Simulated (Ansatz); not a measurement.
**Does relaxation matter for the field gradients of PbO?**

Start: a structure deposited in the COD.

```
CELL_PARAMETERS angstrom
5.89310 0.00000 0.00000
0.00000 5.49040 0.00000
0.00000 0.00000 4.75280
ATOMIC_POSITIONS crystal
Pb 0.22970 0.98840 0.25000
Pb 0.77030 0.01160 0.75000
Pb 0.22970 0.51160 0.75000
Pb 0.77030 0.48840 0.25000
O 0.86530 0.09170 0.25000
O 0.13470 0.90830 0.75000
O 0.86530 0.40830 0.75000
O 0.13470 0.59170 0.25000
```

Sites (sets of like atoms) are named by element and the number of their first atom in this list.

Computed with Ansatz: DFT, PBE, plane waves and PAW, scalar-relativistic, 420 eV cutoff, Γ-centred 6×6×7 k-points, Fermi–Dirac smearing 0.01 eV.

The largest force at the start is 0.45 eV/Å. Relaxing the ions at fixed cell moves them by 0.036 Å at most (atom 5, O) and 0.032 Å rms.

```
site  atom  moved (Å)   first shell before    first shell after  V_zz before (10²¹ V/m²)  η before
  Pb     1      0.027   4 O at 2.22–2.48 Å   4 O at 2.26–2.48 Å                    -38.5      0.38
   O     5      0.036  4 Pb at 2.22–2.48 Å  4 Pb at 2.26–2.48 Å                     3.43      0.27
```

(1) How do the gradients change?

Answers

(1) 

```json
{"site": "Pb", "atom": "1", "V_zz after": "-34.9", "η after": "0.19", "change of V_zz": "+3.63"}
{"site": "O", "atom": "5", "V_zz after": "3.14", "η after": "0.30", "change of V_zz": "-0.29"}
```

The largest change of V_zz is on Pb, from -38.5 to -34.9. In per cent, |V_zz| changes by -9 on Pb, -9 on O (all sites that start above 0.5). Where |V_zz| stays above 0.1, η moves most on Pb, from 0.38 to 0.19.

Spin–orbit coupling is left out, which shifts gradients on Pb by a few per cent, and by more where contributions nearly cancel.
Before: At this cell the principal stresses reach 5 GPa in size with PBE, which can matter for small gradients.
